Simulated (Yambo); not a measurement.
# HfO2 in Yambo: convergence with bands in self energy

Crystal: HfO2.

```
CELL_PARAMETERS angstrom
0.00000 2.55750 2.55750
2.55750 0.00000 2.55750
2.55750 2.55750 0.00000
ATOMIC_POSITIONS crystal
Hf 0.00000 0.00000 0.00000
O 0.75000 0.75000 0.75000
O 0.25000 0.25000 0.25000
```

Measurements of this composition are mostly on another form, of space group No. 14.

* Program: Yambo 5.3.0
* Task: G0W0 quasiparticle levels
* Functional: LDA
* Potentials or basis: PseudoDojo 0.4.1 SR LDA standard
* Cutoff: 1143 eV
* Density cutoff: 4572 eV
* k mesh: 6 × 6 × 6
* Occupations: fixed
* Spin: no spin polarisation
* k mesh of the self-consistent run: 10 × 10 × 10
* Form of the LDA: PW92
* Random integration of the Coulomb term: yes
* Direction of the field or of q to 0: x + y + z
* Broadening: 0.1 eV
* States corrected: Γ and the k points of the band edges
* Frequency dependence of W: plasmon pole
* Terminator of the band sum in the self-energy: none
* Quasiparticle equation: linearised (Newton)
* Imaginary frequency of the plasmon-pole fit: 27.2114 eV
* Bands in the response: 112
* Bands in the self-energy: 32
* Cutoff of the response matrix: 12 Ry
* Cutoff of exchange and Vxc: 84 Ry
* Bands corrected (first, last): [11, 13]

These are the settings of the first run; the series varies bands in self energy, with any setting tied to it.

| bands in self energy | quasiparticle gap at the points computed (eV) |
| --- | --- |
| 32 | 5.191 |
| 52 | 5.228 |
| 112 | 5.282 |

Not settled before the last step: the quasiparticle gap at the points computed (to 0.05 eV). The tightest run that finished is the yardstick and may itself not be fully converged.

Caveat, for the tightest run too: this version prints the column dSc/dw multiplied by 27.2; spin-orbit coupling is left out, which moves the levels of the heavy elements.
